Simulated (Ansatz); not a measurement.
# Relaxing TiPt3

Computed with DFT PBEsol, scalar-relativistic, plane waves, PAW (Ansatz 0.2.0). Settings: 420 eV cutoff, 12×12×12 k-mesh, Gaussian smearing of 0.10 eV, no spin polarisation.

What was changed: relaxed at 60 GPa.

Spin–orbit coupling is left out, which can shift energies with elements as heavy as these.

Other phases may be more stable at this pressure.

Command:

```bash
ansatz run input.yaml --threads 1 --pin off --max-ram 2560MiB --backend cpu --events-out ev --progress --plain --runs-dir out
```

Input:

```yaml
crystal:
  lattice:
    - [3.6974165017, 0.0, 0.0]
    - [0.0, 3.6974165017, 0.0]
    - [0.0, 0.0, 3.6974165017]
  atoms:
    - { symbol: Ti, position: [0.0, 0.0, 0.0] }
    - { symbol: Pt, position: [0.0, 0.5, 0.5] }
    - { symbol: Pt, position: [0.5, 0.0, 0.5] }
    - { symbol: Pt, position: [0.5, 0.5, 0.0] }
basis:
  ecutwfc: 420
kpoints:
  mp_grid: { grid: [12, 12, 12] }
hamiltonian:
  xc: pbesol
scf:
  occupations: { method: gaussian, width: 0.1 }
output:
  forces: true
  stress: true
  eigenvalues: true
relax:
  adjacent_minimum: "off"
  f_tol: 0.008
  max_steps: 50
  cell: { stress_tol: 0.08, p_target: 60.0 }
```

F is the free energy. Steps run on the plane waves of an earlier cell, but the last one, and at times one on the way, on a freshly chosen basis, so a repeated geometry can differ a little in energy. The relaxation lowers the enthalpy F + PV at the target pressure, so F itself can rise.

Steps:

| step | F − F(1) (eV) | largest force component (eV/Å) | V (Å³/atom) | P (GPa) |
| --- | --- | --- | --- | --- |
| 1 | 0.0000 | 0.000 | 12.637 | 62.97 |
| 2 | -0.2633 | 0.000 | 12.815 | 55.51 |
| 3 | -0.1079 | 0.000 | 12.707 | 59.96 |
| 4 | -0.1080 | 0.000 | 12.707 | 59.96 |

Relaxed structure:

```cif
data_structure
_symmetry_space_group_name_H-M 'P 1'
_symmetry_Int_Tables_number 1
_cell_length_a 3.7043
_cell_length_b 3.7043
_cell_length_c 3.7043
_cell_angle_alpha 90.000
_cell_angle_beta 90.000
_cell_angle_gamma 90.000
_cell_volume 50.83
loop_
_atom_site_label
_atom_site_type_symbol
_atom_site_fract_x
_atom_site_fract_y
_atom_site_fract_z
_atom_site_occupancy
Ti1 Ti 0.00000 0.00000 0.00000 1
Pt1 Pt 0.00000 0.50000 0.50000 1
Pt2 Pt 0.50000 0.00000 0.50000 1
Pt3 Pt 0.50000 0.50000 0.00000 1
```

Symmetry: Pm-3m, No. 221, cubic system. The conventional cell has a = 3.704 Å, b = 3.704 Å, c = 3.704 Å, α = 90.00°, β = 90.00°, γ = 90.00°. Ti (site symmetry m-3m) has 12 Pt at 2.62 Å as nearest neighbours. Pt (site symmetry 4/mmm) is surrounded by 4 Ti at 2.62 Å and 8 Pt at 2.62 Å.

The run converged. It took 43 s on 1 thread of Arm Neoverse V1, on a shared host, peak memory 0.39 GiB.